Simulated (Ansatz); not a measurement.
Here is an Ansatz 0.2.0 calculation.

input.yaml

```yaml
crystal:
  lattice:
    - [-1.5838089719, 1.5838089719, 1.5838089719]
    - [1.5838089719, -1.5838089719, 1.5838089719]
    - [1.5838089719, 1.5838089719, -1.5838089719]
  atoms:
    - { symbol: Mo, position: [0.0, 0.0, 0.0] }
hamiltonian:
  xc: pbe
  pseudopotentials: { kind: paw }
kpoints:
  mp_grid: { grid: [10, 10, 10] }
scf:
  occupations: { method: fermi_dirac, width: 0.05 }
output:
  forces: true
  stress: true
elastic:
  mode: relaxed_ion
  stencil: two_point
```

Potentials or basis: Ansatz PAW.

The run is started by

```console
$ ansatz run input.yaml --threads 2 --pin off --max-ram 5120MiB --backend cpu --events-out ev --progress --plain --runs-dir out
```

Q: What does it give for the elastic constants C11, C12, C44?

A: 387, 176, 77 GPa.

Q: What does it give for the Voigt bulk modulus?

A: 246 GPa.

Q: Estimate the pressure.

A: -2.0 GPa.

Elastic tensor in Voigt notation (GPa, in the Cartesian axes of the cell as first typed):
```
387 176 176   0   0   0
176 387 176   0   0   0
176 176 387   0   0   0
  0   0   0  77   0   0
  0   0   0   0  77   0
  0   0   0   0   0  77
```

Caveat: elastic constants of metals need much finer meshes, so these are rough.
